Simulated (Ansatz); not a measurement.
**Ag: do energies and stresses tell the same story?**

Theory: DFT PBEsol, scalar-relativistic, plane waves, PAW (Ansatz 0.2.0).

Settings: cutoff 420 eV, Γ-centred mesh 18×18×4 on the computed 4-atom cell, Gaussian smearing of 0.10 eV; no spin polarisation.

Relaxed cell: P6_3/mmc, a = 2.871 Å, b = 2.871 Å, c = 9.338 Å, α = 90.00°, β = 90.00°, γ = 120.00°, 4 atoms in the primitive cell. This form isn't the element's structure at ambient conditions.

Energies at zero smearing and pressures from the stress tensor, at volumes with shape and atoms relaxed:
```csv
V (Å³/atom),E − E(first) (meV/atom),P (GPa)
14.664,0.00,21.86
15.164,-56.66,14.68
15.664,-92.97,8.79
16.164,-112.58,3.96
16.664,-118.51,0.01
17.164,-113.26,-3.22
17.664,-98.91,-5.85
18.330,-68.55,-8.58
```

Problem. Check P = −dE/dV between neighbouring volumes, and get the bulk modulus from the pressures alone.

Solution. With 1 eV/Å³ = 160.2 GPa:
```json
{"middle V (Å³/atom)": "14.914", "−ΔE/ΔV (GPa)": "18.159", "mean P (GPa)": "18.267"}
{"middle V (Å³/atom)": "15.414", "−ΔE/ΔV (GPa)": "11.637", "mean P (GPa)": "11.732"}
{"middle V (Å³/atom)": "15.914", "−ΔE/ΔV (GPa)": "6.285", "mean P (GPa)": "6.373"}
{"middle V (Å³/atom)": "16.414", "−ΔE/ΔV (GPa)": "1.900", "mean P (GPa)": "1.983"}
{"middle V (Å³/atom)": "16.914", "−ΔE/ΔV (GPa)": "-1.682", "mean P (GPa)": "-1.607"}
{"middle V (Å³/atom)": "17.414", "−ΔE/ΔV (GPa)": "-4.600", "mean P (GPa)": "-4.533"}
{"middle V (Å³/atom)": "17.997", "−ΔE/ΔV (GPa)": "-7.298", "mean P (GPa)": "-7.213"}
```

The two differ by 0.11 GPa at most. The mean of two end pressures misses the average over a step by about ΔV² P″/12, up to 0.12 GPa here; with that taken off 0.02 GPa remains. Around V = 16.664 Å³/atom, the two neighbours give B = −V ΔP/ΔV = 16.664 × 7.18 / 1.000 = 119.7 GPa, against B0 = 118.9 GPa from the Birch–Murnaghan fit of the energies.